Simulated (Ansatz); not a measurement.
**Ge under changes of volume**

One of the cells (22.833 Å³/atom); the others are scaled copies at fixed shape and fractional positions:

```xyz
4
Lattice="3.9976 0.0000 0.0000 -1.9988 3.4620 0.0000 0.0000 0.0000 6.5994" Properties=species:S:1:pos:R:3 pbc="T T T"
Ge    0.0000    2.3080    6.1843
Ge    1.9988    1.1540    2.8846
Ge    0.0000    2.3080    3.7148
Ge    1.9988    1.1540    0.4151
```

This isn't the form of Ge at room conditions, which is diamond.

```yaml
Program: Ansatz 0.2.0
Functional: PBEsol
Potentials_or_basis: all-electron LAPW, scalar-relativistic
Cutoff: 316 eV (chosen from the basis error)
Basis_error_allowed: 0.001 eV/atom
k_mesh: 8 × 8 × 4
Occupations: fermi-dirac, width 0.05 eV
Spin: no spin polarisation
```

```tsv
volume (Å³/atom)	energy over the lowest point (meV/atom)	pressure (GPa)	largest force (eV/Å)
21.463	18.79	4.7	0.024
21.920	7.87	2.9	0.015
22.377	1.83	1.4	0.008
22.833	0.00	0.0	0.005
23.290	?	?	?
23.747	7.26	-2.4	0.010
24.203	15.67	-3.4	0.019
```

Question: What does the run at 23.290 Å³/atom give?

Answer: Energy over the lowest point 1.92 meV/atom; pressure -1.3 GPa; largest force 0.001 eV/Å.

Worked out: A Birch-Murnaghan fit of order 3 (a polynomial in V^(-2/3)) to the other rows has its minimum at 22.82 Å³/atom with B0 = V·E''(V) = 67 GPa and B' = 4.7 at fixed shape and positions, which overstates the stiffness. It gives 1.94 meV/atom at 23.290 Å³/atom, against the run's 1.92, and -dE/dV = -1.3 GPa, against -1.3.

Energies are extrapolated to zero smearing.
